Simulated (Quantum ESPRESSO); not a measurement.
# ZnAu under changes of volume

One of the cells (15.583 Å³/atom); the others are scaled copies at fixed shape and fractional positions:

```
Au Zn
1.0
     3.14700    0.00000    0.00000
     0.00000    3.14700    0.00000
     0.00000    0.00000    3.14700
Au Zn
1 1
Direct
  0.00000 0.00000 0.00000
  0.50000 0.50000 0.50000
```

| Item | Value |
| --- | --- |
| Program | Quantum ESPRESSO 7.5 |
| Functional | PBE |
| Potentials or basis | SSSP 1.3 efficiency PBE |
| Cutoff | 816 eV |
| Density cutoff | 5987 eV |
| k mesh | 8 × 8 × 8 |
| Occupations | fermi-dirac, width 0.05 eV |
| Spin | no spin polarisation |

```csv
volume (Å³/atom),energy over the lowest point (meV/atom),pressure (GPa)
14.648,?,?
14.960,39.22,11.2
15.272,20.63,7.7
15.583,8.38,4.7
15.895,1.72,2.0
16.207,0.00,-0.4
16.518,2.64,-2.4
```

Problem. What does the run at 14.648 Å³/atom give?

Solution. Energy over the lowest point 64.98 meV/atom; pressure 15.1 GPa.

Worked out: A Birch-Murnaghan fit of order 3 (a polynomial in V^(-2/3)) to the other rows has its minimum at 16.17 Å³/atom with B0 = V·E''(V) = 118 GPa and B' = 5.4. It gives 65.00 meV/atom at 14.648 Å³/atom, against the run's 64.98, and -dE/dV = 15.2 GPa, against 15.1.

Energies are extrapolated to zero smearing.
